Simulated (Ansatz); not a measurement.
# Si: the cost of one run

Program: Ansatz 0.2.0. Level of theory: DFT PBEsol, scalar-relativistic, plane waves, PAW. These are calculated values, not measurements.

2 further runs of the same task are left out: 1 that didn't finish, 1 set aside as unsound or not needed.

## Step 1: The system as given

The structure is cubic, space group Fd-3m (No. 227). The conventional cell has a = 5.434 Å, b = 5.434 Å, c = 5.434 Å, α = 90.00°, β = 90.00°, γ = 90.00°. Around Si (site symmetry -43m) lie 4 Si at 2.35 Å.

As a file:

```xyz
2
Lattice="0.0000 2.7169 2.7169 2.7169 0.0000 2.7169 2.7169 2.7169 0.0000" Properties=species:S:1:pos:R:3 pbc="T T T"
Si    4.0754    4.0754    4.0754
Si    2.7169    2.7169    2.7169
```

It goes back to an entry of the Materials Project.

This cell was relaxed beforehand with the same method: volume 20.06 Å³/atom, gap on the mesh 0.46 eV.

## Step 2: The bulk's band edges

input.yaml

```yaml
crystal:
  lattice:
    - [0.0, 2.7169171026, 2.7169171026]
    - [2.7169171026, 0.0, 2.7169171026]
    - [2.7169171026, 2.7169171026, 0.0]
  atoms:
    - { symbol: Si, position: [0.75, 0.75, 0.75] }
    - { symbol: Si, position: [0.5, 0.5, 0.5] }
basis:
  ecutwfc: 420
kpoints:
  mp_grid: { grid: [12, 12, 12] }
  band_path: { path: [VBM, CBM], npoints: 2 }
hamiltonian:
  xc: pbesol
scf:
  occupations: { method: gaussian, width: 0.02 }
output:
  forces: true
  stress: true
  eigenvalues: true
```

Command:

```sh
> ansatz run input.yaml --threads 4 --pin off --max-ram 8192MiB --backend cpu --events-out ev --progress --plain --runs-dir out
```

Q: Estimate wall time and peak memory on 4 threads of Intel Xeon Platinum 8175M at 2.50GHz (Skylake/Cascade Lake), shared host.

About 1.9 s, with a peak of 0.38 GiB.
